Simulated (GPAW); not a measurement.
A run of GPAW 26.7.0 is set up as follows.

File run.py:

```python
from ase import Atoms
from ase.dft.bandgap import bandgap
from ase.io import write
from ase.units import GPa
from gpaw import GPAW, PW, setup_paths

setup_paths.insert(0, '.')

atoms = Atoms(['Sn', 'Sn', 'O', 'O', 'O', 'O'],
              cell=[[-2.0000686112, 2.0000686112, 5.1236788559],
                    [2.0000686112, -2.0000686112, 5.1236788559],
                    [2.0000686112, 2.0000686112, -5.1236788559]],
              scaled_positions=[[0.0, 0.0, 0.0],
                                [0.75, 0.25, 0.5],
                                [0.54652259, 0.04652259, 0.5],
                                [0.20347741, 0.20347741, 0.0],
                                [0.95347741, 0.45347741, 0.5],
                                [0.79652259, 0.79652259, 0.0]],
              pbc=True)

calc = GPAW(mode=PW(800),
            xc='PBEsol',
            kpts={'size': (6, 6, 6), 'gamma': True},
            occupations={'name': 'fermi-dirac', 'width': 0.05},
            nbands=43,
            convergence={'density': 1e-05, 'energy': 1e-05},
            maxiter=150,
            txt='gpaw.txt')
atoms.calc = calc
energy = atoms.get_potential_energy()
forces = atoms.get_forces()
stress = atoms.get_stress()
calc.write('gs.gpw')
write('result.traj', atoms)
print(f'Energy: {energy:.6f} eV')
print('Forces (eV/A):')
print(forces.round(4))
print('Stress (GPa):', (stress / GPa).round(3))
print('Fermi level:', round(calc.get_fermi_level(), 4), 'eV')
print(f'Gap: {bandgap(calc)[0]:.4f} eV, direct: {bandgap(calc, direct=True)[0]:.4f} eV')

path = atoms.cell.bandpath('GXYSGZS1NPY1Z,XP', npoints=60, eps=1e-4)
bs_calc = calc.fixed_density(kpts=path, symmetry='off', nbands=63,
                             convergence={'bands': 'CBM+6.0', 'eigenstates': 1e-6}, txt='bands.txt')
bs = bs_calc.band_structure()
bs.write('bs.json')
print(f'Gap on the path: {bandgap(bs_calc)[0]:.4f} eV')
```

Potentials or basis: PAW data sets generated in the run's folder for this functional, pw.

The run is started by

```sh
$ gpaw-setup -f PBEsol O Sn
$ OMP_NUM_THREADS=1 python run.py
```

(1) Estimate the band gap on the k mesh.

(2) What does it give for the largest force?

Answers

(1) 1.60 eV, indirect (least direct gap 1.97 eV).

(2) 0.111 eV/Å.

Caveat: spin-orbit coupling is left out, which moves the levels of the heavy elements; the program warned that so skewed a cell can give wrong results.
